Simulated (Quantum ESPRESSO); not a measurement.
A run of Quantum ESPRESSO 7.5 is set up as follows.

pw.in

```
&CONTROL
  calculation = 'scf'
  prefix = 'pwscf'
  outdir = './tmp'
  pseudo_dir = './pseudo'
  tprnfor = .true.
  tstress = .true.
  disk_io = 'nowf'
/
&SYSTEM
  ibrav = 0
  nat = 2
  ntyp = 1
  ecutwfc = 55
  ecutrho = 440
  nbnd = 22
  occupations = 'smearing'
  smearing = 'fd'
  degauss = 0.00367493
/
&ELECTRONS
  conv_thr = 4d-10
  electron_maxstep = 120
  mixing_beta = 0.5
/
ATOMIC_SPECIES
Bi   208.9804 Bi_pbe_v1.uspp.F.UPF
CELL_PARAMETERS angstrom
   3.2383762460    0.0000000000    0.0000000000
   0.0000000000    3.2216433200    0.0000000000
  -0.0804548793    0.0000000000    6.4438887882
ATOMIC_POSITIONS crystal
Bi     0.5553360000    0.0007030000    0.7502840000
Bi     0.4583770000    0.0127120000    0.2414060000
K_POINTS automatic
8 8 4 0 0 0
```

Potentials or basis: SSSP 1.3 efficiency PBE.

The run is started by

```console
$ OMP_NUM_THREADS=1 pw.x -in pw.in > pw.out
```

Task: Predict the band gap on the k mesh.

Result: None (metal or under the smearing width).

Task: What does it give for the largest force?

Result: 0.063 eV/Å.

Stress tensor (GPa, compression positive):
```
 1.85  0.00  0.03
 0.00  2.54 -0.01
 0.03 -0.01  1.51
```

Caveat: spin-orbit coupling is left out, which moves the levels of the heavy elements.
